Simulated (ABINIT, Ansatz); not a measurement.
**AlN and the functional, program beside program**

It takes space group P6_3mc (No. 186, hexagonal). Conventional cell: a = 3.113 Å, b = 3.113 Å, c = 4.981 Å, α = 90.00°, β = 90.00°, γ = 120.00°. Around Al (site symmetry 3m) lie 4 N at 1.89 Å. N (site symmetry 3m) has 4 Al at 1.89 Å as nearest neighbours.

Kept alike: task band structure; k mesh 10 × 10 × 6; occupations fermi-dirac, width 0.05 eV; no spin polarisation. The mesh is that of the run's cell of 4 atoms. No spin-orbit coupling.

- A: ABINIT, JTH PAW PBE v2.0, made for PBE, cutoff 844 eV
- B: Ansatz, all-electron LAPW, scalar-relativistic

| functional | A: pressure (GPa) | B: pressure (GPa) |
| --- | --- | --- |
| LDA | -2.71 | -4.63 |
| PBE | 4.12 | 3.63 |
| PBEsol | 1.31 | 0.11 |

Pressure is positive in compression; plane-wave values hold the error of the finite cutoff. Values on potentials made for another functional: A at LDA, PBEsol.

**Question.** How large is the effect of the functional, and do the programs agree on it?

**Answer.** From LDA to PBE the pressure moves by +6.83 in A, +8.26 in B (GPa). Row by row the programs differ by 0.49 to 1.92, and the shifts point the same way but differ by 17 % of the larger. Shifts from LDA: PBE +6.83, +8.26; PBEsol +4.02, +4.74; the programs' shifts differ by up to 1.43.

At this fixed cell, the all-electron pressures place the LDA equilibrium volume below the chosen one and the PBE volume above it, with PBEsol almost balanced at 0.11 GPa. This is the familiar order of LDA overbinding and PBE underbinding. Gradient corrections to exchange favour inhomogeneous density, which grows as the atoms move apart, so PBE pushes the lattice outward. PBEsol weakens that enhancement and falls between the two. Because the short, strongly polar Al–N bonds make the lattice stiff, even a small mismatch in volume shows up as a pressure of several GPa.

The programs come closest for PBE, where potential and functional match. This suggests that the smaller LDA-to-PBE shift in A owes much to core–valence exchange and correlation carried over from PBE, rather than to a different response of the AlN bonds. A near-zero total pressure does not establish a relaxed wurtzite structure, since opposing stresses along a and c can cancel and the internal coordinate may still carry a force.
